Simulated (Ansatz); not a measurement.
# 64-atom supercell of zincblende CdS

Wanted: energy, pressure and frontier levels of the defect-free cell (PBEsol, HSE06 and r²SCAN).

All numbers are computed with Ansatz 0.2.0 (PAW, plane waves).

## 1. The system as built

64 atoms (32 Cd, 32 S); a = 11.649 Å, b = 11.649 Å, c = 11.649 Å, α = 90.00°, β = 90.00°, γ = 90.00°.

Plan of the steps: (2) PBEsol single point at the single k point (¼, ¼, ¼), on 1 × data-centre GPU with 8 threads; (3) HSE06 single point at the single k point (¼, ¼, ¼), on 1 × data-centre GPU with 8 threads; (4) r²SCAN single point at the single k point (¼, ¼, ¼), on 1 × data-centre GPU with 8 threads.

## 2. Single point with PBEsol

Input file in.yaml:

```yaml
crystal:
  lattice:
    - [11.648985, 0.000000, 0.000000]
    - [0.000000, 11.648985, 0.000000]
    - [0.000000, 0.000000, 11.648985]
  atoms:
    - { symbol: Cd, position: [0.000000, 0.000000, 0.000000] }
    - { symbol: Cd, position: [0.000000, 0.000000, 0.500000] }
    - { symbol: Cd, position: [0.000000, 0.500000, 0.000000] }
    - { symbol: Cd, position: [0.000000, 0.500000, 0.500000] }
    - { symbol: Cd, position: [0.500000, 0.000000, 0.000000] }
    - { symbol: Cd, position: [0.500000, 0.000000, 0.500000] }
    - { symbol: Cd, position: [0.500000, 0.500000, 0.000000] }
    - { symbol: Cd, position: [0.500000, 0.500000, 0.500000] }
    - { symbol: Cd, position: [0.250000, 0.250000, 0.000000] }
    - { symbol: Cd, position: [0.250000, 0.250000, 0.500000] }
    - { symbol: Cd, position: [0.250000, 0.750000, 0.000000] }
    - { symbol: Cd, position: [0.250000, 0.750000, 0.500000] }
    - { symbol: Cd, position: [0.750000, 0.250000, 0.000000] }
    - { symbol: Cd, position: [0.750000, 0.250000, 0.500000] }
    - { symbol: Cd, position: [0.750000, 0.750000, 0.000000] }
    - { symbol: Cd, position: [0.750000, 0.750000, 0.500000] }
    - { symbol: Cd, position: [0.250000, 0.000000, 0.250000] }
    - { symbol: Cd, position: [0.250000, 0.000000, 0.750000] }
    - { symbol: Cd, position: [0.250000, 0.500000, 0.250000] }
    - { symbol: Cd, position: [0.250000, 0.500000, 0.750000] }
    - { symbol: Cd, position: [0.750000, 0.000000, 0.250000] }
    - { symbol: Cd, position: [0.750000, 0.000000, 0.750000] }
    - { symbol: Cd, position: [0.750000, 0.500000, 0.250000] }
    - { symbol: Cd, position: [0.750000, 0.500000, 0.750000] }
    - { symbol: Cd, position: [0.000000, 0.250000, 0.250000] }
    - { symbol: Cd, position: [0.000000, 0.250000, 0.750000] }
    - { symbol: Cd, position: [0.000000, 0.750000, 0.250000] }
    - { symbol: Cd, position: [0.000000, 0.750000, 0.750000] }
    - { symbol: Cd, position: [0.500000, 0.250000, 0.250000] }
    - { symbol: Cd, position: [0.500000, 0.250000, 0.750000] }
    - { symbol: Cd, position: [0.500000, 0.750000, 0.250000] }
    - { symbol: Cd, position: [0.500000, 0.750000, 0.750000] }
    - { symbol: S, position: [0.125000, 0.125000, 0.125000] }
    - { symbol: S, position: [0.125000, 0.125000, 0.625000] }
    - { symbol: S, position: [0.125000, 0.625000, 0.125000] }
    - { symbol: S, position: [0.125000, 0.625000, 0.625000] }
    - { symbol: S, position: [0.625000, 0.125000, 0.125000] }
    - { symbol: S, position: [0.625000, 0.125000, 0.625000] }
    - { symbol: S, position: [0.625000, 0.625000, 0.125000] }
    - { symbol: S, position: [0.625000, 0.625000, 0.625000] }
    - { symbol: S, position: [0.375000, 0.375000, 0.125000] }
    - { symbol: S, position: [0.375000, 0.375000, 0.625000] }
    - { symbol: S, position: [0.375000, 0.875000, 0.125000] }
    - { symbol: S, position: [0.375000, 0.875000, 0.625000] }
    - { symbol: S, position: [0.875000, 0.375000, 0.125000] }
    - { symbol: S, position: [0.875000, 0.375000, 0.625000] }
    - { symbol: S, position: [0.875000, 0.875000, 0.125000] }
    - { symbol: S, position: [0.875000, 0.875000, 0.625000] }
    - { symbol: S, position: [0.375000, 0.125000, 0.375000] }
    - { symbol: S, position: [0.375000, 0.125000, 0.875000] }
    - { symbol: S, position: [0.375000, 0.625000, 0.375000] }
    - { symbol: S, position: [0.375000, 0.625000, 0.875000] }
    - { symbol: S, position: [0.875000, 0.125000, 0.375000] }
    - { symbol: S, position: [0.875000, 0.125000, 0.875000] }
    - { symbol: S, position: [0.875000, 0.625000, 0.375000] }
    - { symbol: S, position: [0.875000, 0.625000, 0.875000] }
    - { symbol: S, position: [0.125000, 0.375000, 0.375000] }
    - { symbol: S, position: [0.125000, 0.375000, 0.875000] }
    - { symbol: S, position: [0.125000, 0.875000, 0.375000] }
    - { symbol: S, position: [0.125000, 0.875000, 0.875000] }
    - { symbol: S, position: [0.625000, 0.375000, 0.375000] }
    - { symbol: S, position: [0.625000, 0.375000, 0.875000] }
    - { symbol: S, position: [0.625000, 0.875000, 0.375000] }
    - { symbol: S, position: [0.625000, 0.875000, 0.875000] }
  symmetry: { detect: false }
kpoints:
  mp_grid: { grid: [1, 1, 1], shift: [0.25, 0.25, 0.25] }
hamiltonian:
  xc: pbesol
scf:
  occupations: { method: fermi_dirac, width: 0.01 }
output:
  forces: true
  eigenvalues: true
  stress: true
  populations: true
  eigenstates: { kpoints: [[0.25, 0.25, 0.25]], e_range: [-6.0, 6.0], localisation: true }
```

## 3. HSE06 on the same atoms

in.yaml, as its differences from that of step 2:

```diff
@@ -74,3 +74,3 @@
 hamiltonian:
-  xc: pbesol
+  xc: hse06
 scf:
@@ -80,3 +80,2 @@
   eigenvalues: true
-  stress: true
   populations: true
```

## 4. r²SCAN single point

in.yaml, as its differences from that of step 3:

```diff
@@ -74,3 +74,3 @@
 hamiltonian:
-  xc: hse06
+  xc: r2scan
 scf:
```

**Question.** What will these runs give? Wanted: for each run, top filled to lowest empty; energy; pressure.

As calculated:

| level | time | top filled to lowest empty (eV) | energy (eV/atom) | pressure (GPa) |
| --- | --- | --- | --- | --- |
| PBEsol | 14 s (GPU) | 2.00 | -4535.1116 | 0.00 |
| HSE06 | 81 s (GPU) | 3.12 | -4581.0927 | - |
| r²SCAN | 18 s (GPU) | 2.53 | -4587.8015 | - |

**In words.** At the same k points, PBEsol gives a spacing 1.12 eV smaller and r²SCAN gives a spacing 0.59 eV smaller than the 3.12 eV of HSE06. The price of HSE06 is about 5.6 times the time of PBEsol here. With one k point the spacing samples only the states that fold onto it, so it can exceed the gap over the zone.
